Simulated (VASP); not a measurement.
## A VASP 6.6.1 single-point calculation on ZnS

INCAR

```
NELM = 120
ISMEAR = -1
LWAVE = .FALSE.
LREAL = .FALSE.
IBRION = -1
LASPH = .TRUE.
NSW = 0
ISIF = 2
EDIFF = 1E-7
ENCUT = 520
LCHARG = .FALSE.
PREC = Accurate
NBANDS = 16
METAGGA = RTPSS
SIGMA = 0.02
```

KPOINTS

```
KPOINTS created by Atomic Simulation Environment
0
Gamma
8 8 8
0 0 0
```

POSCAR

```
Zn S
 1.0000000000000000
     0.0000000000000000    2.6940858314999998    2.6671449732000001
     2.6940858314999998    0.0000000000000000    2.6671449732000001
     2.6940858314999998    2.6940858314999998    0.0000000000000000
 Zn  S
   1   1
Cartesian
  0.0000000000000000  0.0000000000000000  0.0000000000000000
  1.3470429157499999  1.3470429157499999  1.3335724865999998
```

The recommended PBE PAW datasets give the neutral cell 18 valence electrons.

Command

```
mpirun -np 1 vasp_std
```

Task: How does this run end, and what does it give?

Result: It converged. Results: gap between bands v and c on the k mesh 2.30 eV; least direct gap on the k mesh 2.30 eV; pressure 0.8 GPa. Band v is the last that the valence electrons fill when counted band by band, and c is the next.

OSZICAR

```
N       E                     dE             d eps       ncg     rms          rms(c)
DAV:   1     0.907990306456E+02    0.90799E+02   -0.94525E+03  1888   0.145E+03
DAV:   2     0.305052645231E+00   -0.90494E+02   -0.85103E+02  2144   0.264E+02
DAV:   3    -0.510237976690E+01   -0.54074E+01   -0.53795E+01  2312   0.652E+01
DAV:   4    -0.515813332428E+01   -0.55754E-01   -0.55738E-01  2352   0.677E+00
DAV:   5    -0.515872161061E+01   -0.58829E-03   -0.58828E-03  2400   0.701E-01    0.904E+00
DAV:   6    -0.291348952806E+01    0.22452E+01   -0.53583E+00  2344   0.498E+01    0.458E+00
DAV:   7    -0.282951412973E+01    0.83975E-01   -0.86603E-01  2048   0.101E+01    0.269E+00
DAV:   8    -0.282462344807E+01    0.48907E-02   -0.14245E-01  2312   0.295E+00    0.112E+00
DAV:   9    -0.282665653547E+01   -0.20331E-02   -0.71988E-03  2216   0.667E-01    0.570E-01
DAV:  10    -0.282629697190E+01    0.35956E-03   -0.24995E-03  2408   0.345E-01    0.131E-01
DAV:  11    -0.282633303684E+01   -0.36065E-04   -0.21980E-04  2304   0.171E-01    0.479E-02
DAV:  12    -0.282637293265E+01   -0.39896E-04   -0.78089E-05  2328   0.866E-02    0.227E-02
DAV:  13    -0.282636800452E+01    0.49281E-05   -0.16969E-05  2544   0.392E-02    0.129E-02
DAV:  14    -0.282636836704E+01   -0.36252E-06   -0.15944E-06  2280   0.961E-03    0.871E-03
DAV:  15    -0.282636827163E+01    0.95411E-07   -0.53736E-07  2256   0.479E-03
   1 F= -.28263683E+01 E0= -.28263683E+01  d E =-.104102E-10
```

Standard output (part)

```
POSCAR found type information on POSCAR ZnS
 POSCAR found :  2 types and       2 ions
 LDA part: xc-table for (None), standard interpolation
 POSCAR, INCAR and KPOINTS ok, starting setup
 WAVECAR not read
 entering main loop
```

For comparison, a separate PBE run of the intended cell, on usual settings and not on those above, gives a gap of 2.17 eV on its mesh and a pressure of 3.3 GPa.
